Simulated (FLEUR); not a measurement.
# As (Pm-3m) in FLEUR: a series of runs

Runs on As. Level: r2SCAN. Tasks: band structure.

Program: FLEUR MaX-R8.1 (later development tree). These are calculated values, not measurements. Logs are shortened: lines on timing, memory, paths and dates and some standing lists are left out, and cuts for length are marked.

## (1) Starting point

Symmetry: Pm-3m, No. 221, cubic system. The conventional cell has a = 2.704 Å, b = 2.704 Å, c = 2.704 Å, α = 90.00°, β = 90.00°, γ = 90.00°. Around As (site symmetry m-3m) lie 6 As at 2.70 Å.

This isn't the form of As at room conditions, which is rhombohedral.

## (2) Band structure, r2SCAN

inp.xml

```xml
<?xml version="1.0" encoding="UTF-8" standalone="no"?>
<fleurInput fleurInputVersion="0.39">
   <comment>
      As                                                                                                  
   </comment>
   <calculationSetup>
      <cutoffs Kmax="4.14" Gmax="12.8" GmaxXC="12.8" numbands="0"/>
      <scfLoop itmax="80" minDistance="0.0001" maxIterBroyd="30" imix="Anderson" alpha="0.05" precondParam="0.0" spinf="2.0" sdNocoIR="T"/>
      <coreElectrons ctail="F" frcor="F" kcrel="0" coretail_lmax="0"/>
      <xcFunctional name="LibXC" relativisticCorrections="F">
         <LibXCName exchange="mgga_x_r2scan" correlation="mgga_c_r2scan"/>
         <AuxGGA exchange="117" correlation="130"/>
      </xcFunctional>
      <magnetism jspins="1"/>
      <soc l_soc="F" theta="0.0" phi="0.0" spav="F"/>
      <expertModes spex="0" secvar="F"/>
      <geometryOptimization l_f="F" forcealpha="1.0" forcemix="BFGS" epsdisp="0.00001" epsforce="0.00001"/>
      <ldaU l_linMix="F" mixParam="0.05" spinf="1.0"/>
   </calculationSetup>
   <cell>
      <bzIntegration valenceElectrons="21.0" mode="hist" fermiSmearingEnergy="0.00183747">
         <kPointListSelection listName="default-1"/>
         <!-- k-points included here -->
         <xi:include xmlns:xi="http://www.w3.org/2001/XInclude" href="kpts.xml"> </xi:include>
      </bzIntegration>
      <!-- symmetry operations included here -->
      <xi:include xmlns:xi="http://www.w3.org/2001/XInclude" href="sym.xml"> </xi:include>
      <bulkLattice scale="1.0">
         <bravaisMatrix>
            <row-1>    5.1092180249967791     0.0000000000000000     0.0000000000000000</row-1>
            <row-2>    0.0000000000000000     5.1092180249967791     0.0000000000000000</row-2>
            <row-3>    0.0000000000000000     0.0000000000000000     5.1092180249967791</row-3>
         </bravaisMatrix>
      </bulkLattice>
   </cell>
   <atomSpecies>
      <species name="Arsenic (As)" element="As" atomicNumber="33">
         <mtSphere radius="2.37" gridPoints="783" logIncrement="0.016"/>
         <atomicCutoffs lmax="9" lnonsphr="9"/>
         <electronConfig flipSpins="F">
            <coreConfig>(1s1/2) (2s1/2) (2p1/2) (2p3/2) (3s1/2)</coreConfig>
            <valenceConfig>(3p1/2) (3p3/2) (4s1/2) (3d3/2) (3d5/2) (4p1/2) (4p3/2)</valenceConfig>
            <stateOccupation state="(4p1/2)" spinUp="0.500000" spinDown="0.500000"/>
            <stateOccupation state="(4p3/2)" spinUp="1.000000" spinDown="1.000000"/>
         </electronConfig>
         <energyParameters s="4" p="4" d="3" f="4"/>
         <lo type="SCLO" l="1" n="3" eDeriv="0"/>
         <lo type="SCLO" l="1" n="3" eDeriv="1"/>
         <lo type="HELO" l="2" n="4" eDeriv="0"/>
         <lo type="HELO" l="2" n="4" eDeriv="1"/>
         <lo type="SCLO" l="0" n="4" eDeriv="2"/>
         <lo type="SCLO" l="3" n="4" eDeriv="2"/>
      </species>
   </atomSpecies>
   <atomGroups>
      <atomGroup species="Arsenic (As)">
         <relPos label="                   1">1.000/2.000 1.000/2.000 1.000/2.000</relPos>
         <force calculate="T" relaxXYZ="TTT"/>
      </atomGroup>
   </atomGroups>
   <output dos="F" band="F" slice="F">
      <checks vchk="F" cdinf="F"/>
      <bandDOS minEnergy="-.5*Htr" maxEnergy="0.5*Htr" sigma="0.015" storeEVData="T"/>
      <vacuumDOS vacdos="F" integ="F" star="F" nstars="0" locx1="0.0" locy1="0.0" locx2="0.0" locy2="0.0" nstm="0" tworkf="0.0"/>
      <unfoldingBand unfoldBand="F" supercellX="1" supercellY="1" supercellZ="1"/>
      <plotting iplot="0" polar="F">
         <plot TwoD="T" vec1="  1.0  0.0  0.0" vec2="  0.0  1.0  0.0" vec3="  0.0  0.0  1.0" zero="  0.0  0.0  0.0" file="plot"/>
      </plotting>
      <chargeDensitySlicing numkpt="0" minEigenval="0.0" maxEigenval="0.0" nnne="0" pallst="F"/>
      <specialOutput eonly="F"/>
      <moessbauerParams electricFieldGradient="T" isomerShift="T" coreHyperfine="T" valenceHyperfine="T"/>
      <magneticCircularDichroism mcd="F" energyLo="-10.0" energyUp="0.0"/>
   </output>
  <!-- We include the file relax.xml here to enable relaxations (see documentation) -->
  <xi:include xmlns:xi="http://www.w3.org/2001/XInclude" href="relax.xml"> <xi:fallback/> </xi:include>
</fleurInput>
```

crystal.txt

```
As
&input cartesian=F /
2.7036817444  0.0000000000  0.0000000000
0.0000000000  2.7036817444  0.0000000000
0.0000000000  0.0000000000  2.7036817444
1.8897261246
1.0 1.0 1.0

1
33 0.5000000000  0.5000000000  0.5000000000

&kpt div1=10 div2=10 div3=10 gamma=T /
```

inp.xml (bands)

```
<?xml version="1.0" encoding="UTF-8" standalone="no"?>
<fleurInput fleurInputVersion="0.39">
   <comment>
      As                                                                                                  
   </comment>
   <calculationSetup>
      <cutoffs Kmax="4.14" Gmax="12.8" GmaxXC="12.8" numbands="0"/>
      <scfLoop itmax="80" minDistance="0.0001" maxIterBroyd="30" imix="Anderson" alpha="0.05" precondParam="0.0" spinf="2.0" sdNocoIR="T"/>
      <coreElectrons ctail="F" frcor="F" kcrel="0" coretail_lmax="0"/>
      <xcFunctional name="LibXC" relativisticCorrections="F">
         <LibXCName exchange="mgga_x_r2scan" correlation="mgga_c_r2scan"/>
         <AuxGGA exchange="117" correlation="130"/>
      </xcFunctional>
      <magnetism jspins="1"/>
      <soc l_soc="F" theta="0.0" phi="0.0" spav="F"/>
      <expertModes spex="0" secvar="F"/>
      <geometryOptimization l_f="F" forcealpha="1.0" forcemix="BFGS" epsdisp="0.00001" epsforce="0.00001"/>
      <ldaU l_linMix="F" mixParam="0.05" spinf="1.0"/>
   </calculationSetup>
   <cell>
      <bzIntegration valenceElectrons="21.0" mode="hist" fermiSmearingEnergy="0.00183747">
         <kPointListSelection listName="path-1"/>
         <!-- k-points included here -->
         <xi:include xmlns:xi="http://www.w3.org/2001/XInclude" href="kpts.xml"> </xi:include>
      </bzIntegration>
      <!-- symmetry operations included here -->
      <xi:include xmlns:xi="http://www.w3.org/2001/XInclude" href="sym.xml"> </xi:include>
      <bulkLattice scale="1.0">
         <bravaisMatrix>
            <row-1>    5.1092180249967791     0.0000000000000000     0.0000000000000000</row-1>
            <row-2>    0.0000000000000000     5.1092180249967791     0.0000000000000000</row-2>
            <row-3>    0.0000000000000000     0.0000000000000000     5.1092180249967791</row-3>
         </bravaisMatrix>
      </bulkLattice>
   </cell>
   <atomSpecies>
      <species name="Arsenic (As)" element="As" atomicNumber="33">
         <mtSphere radius="2.37" gridPoints="783" logIncrement="0.016"/>
         <atomicCutoffs lmax="9" lnonsphr="9"/>
         <electronConfig flipSpins="F">
            <coreConfig>(1s1/2) (2s1/2) (2p1/2) (2p3/2) (3s1/2)</coreConfig>
            <valenceConfig>(3p1/2) (3p3/2) (4s1/2) (3d3/2) (3d5/2) (4p1/2) (4p3/2)</valenceConfig>
            <stateOccupation state="(4p1/2)" spinUp="0.500000" spinDown="0.500000"/>
            <stateOccupation state="(4p3/2)" spinUp="1.000000" spinDown="1.000000"/>
         </electronConfig>
         <energyParameters s="4" p="4" d="3" f="4"/>
         <lo type="SCLO" l="1" n="3" eDeriv="0"/>
         <lo type="SCLO" l="1" n="3" eDeriv="1"/>
         <lo type="HELO" l="2" n="4" eDeriv="0"/>
         <lo type="HELO" l="2" n="4" eDeriv="1"/>
         <lo type="SCLO" l="0" n="4" eDeriv="2"/>
         <lo type="SCLO" l="3" n="4" eDeriv="2"/>
      </species>
   </atomSpecies>
   <atomGroups>
      <atomGroup species="Arsenic (As)">
         <relPos label="                   1">1.000/2.000 1.000/2.000 1.000/2.000</relPos>
         <force calculate="T" relaxXYZ="TTT"/>
      </atomGroup>
   </atomGroups>
   <output dos="F" band="T" slice="F">
      <checks vchk="F" cdinf="F"/>
      <bandDOS minEnergy="-.5*Htr" maxEnergy="0.5*Htr" sigma="0.015" storeEVData="T"/>
      <vacuumDOS vacdos="F" integ="F" star="F" nstars="0" locx1="0.0" locy1="0.0" locx2="0.0" locy2="0.0" nstm="0" tworkf="0.0"/>
      <unfoldingBand unfoldBand="F" supercellX="1" supercellY="1" supercellZ="1"/>
      <plotting iplot="0" polar="F">
         <plot TwoD="T" vec1="  1.0  0.0  0.0" vec2="  0.0  1.0  0.0" vec3="  0.0  0.0  1.0" zero="  0.0  0.0  0.0" file="plot"/>
      </plotting>
      <chargeDensitySlicing numkpt="0" minEigenval="0.0" maxEigenval="0.0" nnne="0" pallst="F"/>
      <specialOutput eonly="F"/>
      <moessbauerParams electricFieldGradient="T" isomerShift="T" coreHyperfine="T" valenceHyperfine="T"/>
      <magneticCircularDichroism mcd="F" energyLo="-10.0" energyUp="0.0"/>
   </output>
  <!-- We include the file relax.xml here to enable relaxations (see documentation) -->
  <xi:include xmlns:xi="http://www.w3.org/2001/XInclude" href="relax.xml"> <xi:fallback/> </xi:include>
</fleurInput>
```

Potentials or basis: all-electron, FLAPW.

On the command line:

```bash
> inpgen -f crystal.txt -profile fastHighL
> # inp.xml edited to the form shown
> fleur_MPI
> fleur_MPI   # second run, on inp.xml (bands)
```

The log of the run:

```text
Welcome to FLEUR        (www.flapw.de)
      MaX-Release 8.1          (www.max-centre.eu)
 func_ids         498         497         498         497
 MetaGGA potential functional detected - V_tau will be computed
 Auxiliary Potential for radial basis: exchange=         117  correlation=         130
The functional 'Re-regularized SCAN exchange by Furness et al' is an exchange functional, it belongs to the 'MGGA' family and is defined in the reference(s):
[1] J. W. Furness, A. D. Kaplan, J. Ning, J. P. Perdew, and J. Sun.,  J. Phys. Chem. Lett. 11, 8208-8215 (2020)
[2] J. W. Furness, A. D. Kaplan, J. Ning, J. P. Perdew, and J. Sun.,  J. Phys. Chem. Lett. 11, 9248-9248 (2020)
The functional 'Re-regularized SCAN correlation by Furness et al' is a correlation functional, it belongs to the 'MGGA' family and is defined in the reference(s):
[1] J. W. Furness, A. D. Kaplan, J. Ning, J. P. Perdew, and J. Sun.,  J. Phys. Chem. Lett. 11, 8208-8215 (2020)
[2] J. W. Furness, A. D. Kaplan, J. Ning, J. P. Perdew, and J. Sun.,  J. Phys. Chem. Lett. 11, 9248-9248 (2020)
 Using same functional for VXC and EXC

 ========== k-point set info ==========
 Selected k-point list: default-1
 k-point list type: mesh
 10 x 10 x 10
 Number of k points: 56

 ------------Calculation Setup---------------------------
 Number of MPI-tasks      :            1
 Number of PE/node        :            1
 Number of OMP-threads    :            1
 Most efficient MPI parallelization for:
           1           2           4           7           8          14          28          56
 Additional eigenvalue parallelization possible
 Number of basis functions:          216
 Approximate size of matrices (H+S) per k-point:         0.001 GB
 --------------------------------------------------------
The functional 'Hammer, Hansen, and Norskov' is an exchange functional, it belongs to the 'GGA' family and is defined in the reference(s):
[1] B. Hammer, L. B. Hansen, and J. K. Nørskov.,  Phys. Rev. B 59, 7413 (1999)
The functional 'Perdew, Burke & Ernzerhof' is a correlation functional, it belongs to the 'GGA' family and is defined in the reference(s):
[1] J. P. Perdew, K. Burke, and M. Ernzerhof.,  Phys. Rev. Lett. 77, 3865 (1996)
[2] J. P. Perdew, K. Burke, and M. Ernzerhof.,  Phys. Rev. Lett. 78, 1396 (1997)
 Using same functional for VXC and EXC
 Using auxiliary GGA potential for the first iteration of MetaGGA calculation.
 Reset of history
 Reset of history
 Iteration:     1   Distance:      21.21360813 me/bohr^3
The functional 'Hammer, Hansen, and Norskov' is an exchange functional, it belongs to the 'GGA' family and is defined in the reference(s):
[1] B. Hammer, L. B. Hansen, and J. K. Nørskov.,  Phys. Rev. B 59, 7413 (1999)
The functional 'Perdew, Burke & Ernzerhof' is a correlation functional, it belongs to the 'GGA' family and is defined in the reference(s):
[1] J. P. Perdew, K. Burke, and M. Ernzerhof.,  Phys. Rev. Lett. 77, 3865 (1996)
[2] J. P. Perdew, K. Burke, and M. Ernzerhof.,  Phys. Rev. Lett. 78, 1396 (1997)
 Using same functional for VXC and EXC
 Iteration:     2   Distance:      20.23150837 me/bohr^3
The functional 'Hammer, Hansen, and Norskov' is an exchange functional, it belongs to the 'GGA' family and is defined in the reference(s):
[1] B. Hammer, L. B. Hansen, and J. K. Nørskov.,  Phys. Rev. B 59, 7413 (1999)
The functional 'Perdew, Burke & Ernzerhof' is a correlation functional, it belongs to the 'GGA' family and is defined in the reference(s):
[1] J. P. Perdew, K. Burke, and M. Ernzerhof.,  Phys. Rev. Lett. 77, 3865 (1996)
[2] J. P. Perdew, K. Burke, and M. Ernzerhof.,  Phys. Rev. Lett. 78, 1396 (1997)
 Using same functional for VXC and EXC
 Iteration:     3   Distance:      19.17081633 me/bohr^3
The functional 'Hammer, Hansen, and Norskov' is an exchange functional, it belongs to the 'GGA' family and is defined in the reference(s):
[1] B. Hammer, L. B. Hansen, and J. K. Nørskov.,  Phys. Rev. B 59, 7413 (1999)
The functional 'Perdew, Burke & Ernzerhof' is a correlation functional, it belongs to the 'GGA' family and is defined in the reference(s):
[1] J. P. Perdew, K. Burke, and M. Ernzerhof.,  Phys. Rev. Lett. 77, 3865 (1996)
[2] J. P. Perdew, K. Burke, and M. Ernzerhof.,  Phys. Rev. Lett. 78, 1396 (1997)
 Using same functional for VXC and EXC
 Iteration:     4   Distance:       3.13679000 me/bohr^3
The functional 'Hammer, Hansen, and Norskov' is an exchange functional, it belongs to the 'GGA' family and is defined in the reference(s):
[1] B. Hammer, L. B. Hansen, and J. K. Nørskov.,  Phys. Rev. B 59, 7413 (1999)
The functional 'Perdew, Burke & Ernzerhof' is a correlation functional, it belongs to the 'GGA' family and is defined in the reference(s):
[1] J. P. Perdew, K. Burke, and M. Ernzerhof.,  Phys. Rev. Lett. 77, 3865 (1996)
[2] J. P. Perdew, K. Burke, and M. Ernzerhof.,  Phys. Rev. Lett. 78, 1396 (1997)
 Using same functional for VXC and EXC
 Iteration:     5   Distance:       0.95472577 me/bohr^3
The functional 'Hammer, Hansen, and Norskov' is an exchange functional, it belongs to the 'GGA' family and is defined in the reference(s):
[... 25 lines left out ...]
 Using same functional for VXC and EXC
 Iteration:     9   Distance:       0.00286806 me/bohr^3
The functional 'Hammer, Hansen, and Norskov' is an exchange functional, it belongs to the 'GGA' family and is defined in the reference(s):
[1] B. Hammer, L. B. Hansen, and J. K. Nørskov.,  Phys. Rev. B 59, 7413 (1999)
The functional 'Perdew, Burke & Ernzerhof' is a correlation functional, it belongs to the 'GGA' family and is defined in the reference(s):
[1] J. P. Perdew, K. Burke, and M. Ernzerhof.,  Phys. Rev. Lett. 77, 3865 (1996)
[2] J. P. Perdew, K. Burke, and M. Ernzerhof.,  Phys. Rev. Lett. 78, 1396 (1997)
 Using same functional for VXC and EXC
 Iteration:    10   Distance:       0.00094981 me/bohr^3
The functional 'Hammer, Hansen, and Norskov' is an exchange functional, it belongs to the 'GGA' family and is defined in the reference(s):
[1] B. Hammer, L. B. Hansen, and J. K. Nørskov.,  Phys. Rev. B 59, 7413 (1999)
The functional 'Perdew, Burke & Ernzerhof' is a correlation functional, it belongs to the 'GGA' family and is defined in the reference(s):
[1] J. P. Perdew, K. Burke, and M. Ernzerhof.,  Phys. Rev. Lett. 77, 3865 (1996)
[2] J. P. Perdew, K. Burke, and M. Ernzerhof.,  Phys. Rev. Lett. 78, 1396 (1997)
 Using same functional for VXC and EXC
 Iteration:    11   Distance:       0.00015613 me/bohr^3
The functional 'Hammer, Hansen, and Norskov' is an exchange functional, it belongs to the 'GGA' family and is defined in the reference(s):
[1] B. Hammer, L. B. Hansen, and J. K. Nørskov.,  Phys. Rev. B 59, 7413 (1999)
The functional 'Perdew, Burke & Ernzerhof' is a correlation functional, it belongs to the 'GGA' family and is defined in the reference(s):
[1] J. P. Perdew, K. Burke, and M. Ernzerhof.,  Phys. Rev. Lett. 77, 3865 (1996)
[2] J. P. Perdew, K. Burke, and M. Ernzerhof.,  Phys. Rev. Lett. 78, 1396 (1997)
 Using same functional for VXC and EXC
 Iteration:    12   Distance:       0.00000725 me/bohr^3

 ********************************************************************
 Run finished successfully
 Stop message:
   all done
 ********************************************************************
```

Wall time 13 s (1 thread of Arm Neoverse V2, shared host); peak memory 0.06 GiB.

Results:

- Free energy: -61532.4277 eV
- Band gap along the path: none (metal or under the smearing width)
- Valence electrons inside the program's atomic spheres: As 19.32 (radii As 2.37 bohr)

Levels at the corners of the path, in eV from the Fermi level:
```tsv
point	band 7	band 8	band 9	band 10	band 11	band 12	band 13	band 14	band 15	band 16
Γ	-36.81	-36.81	-15.69	4.34	4.34	4.34	9.00	9.00	11.61	27.49
X	-36.82	-36.81	-12.38	-7.26	6.76	6.76	11.81	15.08	15.71	15.71
M	-36.83	-36.77	-8.88	-4.55	-4.55	2.88	9.09	17.71	18.69	18.69
Γ	-36.81	-36.81	-15.69	4.34	4.34	4.34	9.00	9.00	11.61	27.49
R	-36.76	-36.76	-4.93	-2.04	-2.04	-2.04	6.39	6.39	6.39	10.34
X	-36.82	-36.81	-12.38	-7.26	6.76	6.76	11.81	15.08	15.71	15.71
M	-36.83	-36.77	-8.88	-4.55	-4.55	2.88	9.09	17.71	18.69	18.69
R	-36.76	-36.76	-4.93	-2.04	-2.04	-2.04	6.39	6.39	6.39	10.34
```

Core levels (eV from the Fermi level):
```
atom                                                                     levels
1 As  1s1/2 -11712.0, 2s1/2 -1481.1, 2p1/2 -1322.4, 2p3/2 -1285.8, 3s1/2 -185.2
```

Caveat: the meta-GGA is that of a development version, with a GGA for the radial functions and cores and without core tails.

## (3) Band structure, r2SCAN, spin-orbit coupling, no magnetisation

Edit inp.xml of step 2 so:

```diff
@@ -6,3 +6,3 @@
    <calculationSetup>
-      <cutoffs Kmax="4.14" Gmax="12.8" GmaxXC="12.8" numbands="0"/>
+      <cutoffs Kmax="4.14" Gmax="12.8" GmaxXC="12.8" numbands="all"/>
       <scfLoop itmax="80" minDistance="0.0001" maxIterBroyd="30" imix="Anderson" alpha="0.05" precondParam="0.0" spinf="2.0" sdNocoIR="T"/>
@@ -14,3 +14,3 @@
       <magnetism jspins="1"/>
-      <soc l_soc="F" theta="0.0" phi="0.0" spav="F"/>
+      <soc l_soc="T" theta="0.0" phi="0.0" spav="F"/>
       <expertModes spex="0" secvar="F"/>
```

Edit crystal.txt of step 2 so:

```diff
@@ -11,2 +11,3 @@
 
-&kpt div1=10 div2=10 div3=10 gamma=T /
+&soc 0.0 0.0 /
+&kpt div1=8 div2=8 div3=8 gamma=T /
```

Edit inp.xml (bands) of step 2 so:

```diff
@@ -6,3 +6,3 @@
    <calculationSetup>
-      <cutoffs Kmax="4.14" Gmax="12.8" GmaxXC="12.8" numbands="0"/>
+      <cutoffs Kmax="4.14" Gmax="12.8" GmaxXC="12.8" numbands="all"/>
       <scfLoop itmax="80" minDistance="0.0001" maxIterBroyd="30" imix="Anderson" alpha="0.05" precondParam="0.0" spinf="2.0" sdNocoIR="T"/>
@@ -14,3 +14,3 @@
       <magnetism jspins="1"/>
-      <soc l_soc="F" theta="0.0" phi="0.0" spav="F"/>
+      <soc l_soc="T" theta="0.0" phi="0.0" spav="F"/>
       <expertModes spex="0" secvar="F"/>
```

Potentials or basis: all-electron, FLAPW.

On the command line:

```bash
> inpgen -f crystal.txt -profile fastHighL
> # inp.xml edited to the form shown
> fleur_MPI
> fleur_MPI   # second run, on inp.xml (bands)
```

Run time: 4.9 min. Hardware: 1 thread of Arm Neoverse V2, shared host; peak memory 0.2 GiB.

The run converged. Its results:

| Item | Value |
| --- | --- |
| Free energy | -61532.4442 eV |
| Band gap along the path | none (metal or under the smearing width) |
| Valence electrons inside the program's atomic spheres | As 19.31 (radii As 2.37 bohr) |

Levels at the corners of the path, in eV from the Fermi level:
| point | band 20 | band 21 | band 22 | band 23 | band 24 | band 25 |
| --- | --- | --- | --- | --- | --- | --- |
| Γ | 4.09 | 4.52 | 4.52 | 4.52 | 4.52 | 9.04 |
| X | -7.23 | 6.63 | 6.63 | 6.98 | 6.98 | 11.85 |
| M | -4.61 | -4.42 | -4.42 | 2.92 | 2.92 | 9.13 |
| Γ | 4.09 | 4.52 | 4.52 | 4.52 | 4.52 | 9.04 |
| R | -2.23 | -1.89 | -1.89 | -1.88 | -1.88 | 6.43 |
| X | -7.23 | 6.63 | 6.63 | 6.98 | 6.98 | 11.85 |
| M | -4.61 | -4.42 | -4.42 | 2.92 | 2.92 | 9.13 |
| R | -2.23 | -1.89 | -1.89 | -1.88 | -1.88 | 6.43 |

Core levels (eV from the Fermi level):
```csv
atom,levels
1 As,"1s1/2 -11711.9, 2s1/2 -1481.0, 2p1/2 -1322.3, 2p3/2 -1285.8, 3s1/2 -185.2"
```

Caveat: the meta-GGA is that of a development version, with a GGA for the radial functions and cores and without core tails.
